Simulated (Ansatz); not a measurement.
Results of r²SCAN+rVV10 (Ansatz, an electronic-structure program, plane waves, PAW) for wurtzite BeO.

Run with plane-wave cutoff 560 eV, 18×18×8 k mesh (along the axes of the cell as run), Fermi–Dirac smearing 0.01 eV, scalar-relativistic PAW data made under PBE.

Cell (relaxed at this level):

Space group P6₃mc (No. 186); a = b = 2.686 Å, c = 4.364 Å, α = β = 90.00°, γ = 120.00°

```json
[
 {"atom": "Be", "site": "2b", "symmetry": "3m.", "x": "0.3333", "y": "0.6667", "z": "0.0002"},
 {"atom": "O", "site": "2b", "symmetry": "3m.", "x": "0.3333", "y": "0.6667", "z": "0.3778"}
]
```

**Question.** What does this level give for the bulk modulus, band gap, width of the whole s-p valence band and pressure derivative B′ of the bulk modulus?

**Answer.** 
bulk modulus: 228 GPa
band gap: 8.54 eV (direct)
width of the whole s-p valence band: 19.78 eV
pressure derivative B′ of the bulk modulus: 3.7

Measured, for comparison: band gap 11.29 eV (zero-point renormalisation of 699 meV (computed, non-adiabatic AHC, without the lattice-expansion part) added back here; inputs from Miglio et al. (2020), arXiv:2011.12765); bulk modulus 212 GPa (room temperature, no zero-point or thermal correction, K' fixed at 4, our sources range from 212 to 224; as tabulated in High-pressure and high-temperature crystal chemistry of beryllium oxide (Scilit …). Computed (rounded) less measured: band gap -2.75 eV, bulk modulus +8 % (+2 % to +8 % over the range). A static lattice is as a rule a little smaller and stiffer than an uncorrected measurement, which narrows the difference in the bulk modulus and would widen misses of the other sign.

Note: the bulk modulus comes from volumes at which shape and atoms were relaxed.

Computing time: roughly 2.1 core-minutes.
